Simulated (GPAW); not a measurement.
## Fitting the revPBE energy curve of W

The structure is cubic, space group Im-3m (No. 229). The conventional cell has a = 3.165 Å, b = 3.165 Å, c = 3.165 Å, α = 90.00°, β = 90.00°, γ = 90.00°. W (site symmetry m-3m) is surrounded by 8 W at 2.74 Å.

The cell was scaled at fixed shape and fractions and run with GPAW, the program's PAW data sets (release 1.2.1) made for this functional, cutoff 600 eV; revPBE, k mesh 10 × 10 × 10 on the cell of 1 atom, fermi-dirac occupations of 0.05 eV, no spin polarisation, no spin-orbit coupling. Energies are those that the program minimises, any entropy of the smearing included. For a metal such a mesh isn't converged to the digits shown.

```tsv
V (Å³/atom)	energy over the lowest row (meV/atom)
14.8967	128.30
15.2137	73.25
15.5306	34.56
15.8476	10.62
16.1646	0.00
16.4815	?
16.7985	13.58
```

**Question.** Fit the third-order Birch-Murnaghan form, give V0, B0 and B′, and predict the energy left open.

**Answer.** With y = (V0/V)^(2/3), E = E0 + (9 V0 B0/16) [(y - 1)³ B′ + (y - 1)² (6 - 4y)]. Least squares through the rows shown give V0 = 16.2837 Å³/atom, E0 = -0.83 meV, B0 = 299.7 GPa (1 eV/Å³ = 160.218 GPa) and B′ = 4.26, with a largest miss of 0.01 meV. At V = 16.4815 the form with these constants gives 1.37 meV; the run gave 1.38 meV an atom. Measured volume: 15.8 Å³/atom (arxiv:2311.02034), so the fit lies +3.1 % from it. The runs are for a static lattice.

The fit describes a stiff metal whose energy rises faster on compression than on expansion, as the positive B′ requires. The stiffness comes from tungsten's roughly half-filled 5d band: bonding states are largely occupied and antibonding ones largely empty, so cohesion is strong, while squeezing the cell raises the kinetic energy and the overlap repulsion steeply.

The equilibrium volume is too large by 3.1 %, the direction expected of revPBE. Its exchange enhancement rises more strongly with the density gradient than that of PBE, which favours inhomogeneous densities and so weakens bonding and lengthens bonds. Lattice vibrations probably don't explain the excess, since zero-point motion and heating would normally expand the crystal further. The energy at stake is small: the row at 15.8476 Å³/atom, close to the measured volume, lies only 10.62 meV above the lowest one.

The close prediction of the omitted point supports the smoothness of the curve and the fitted form as an interpolation, but it is no test of the functional or of extrapolation to strong compression.
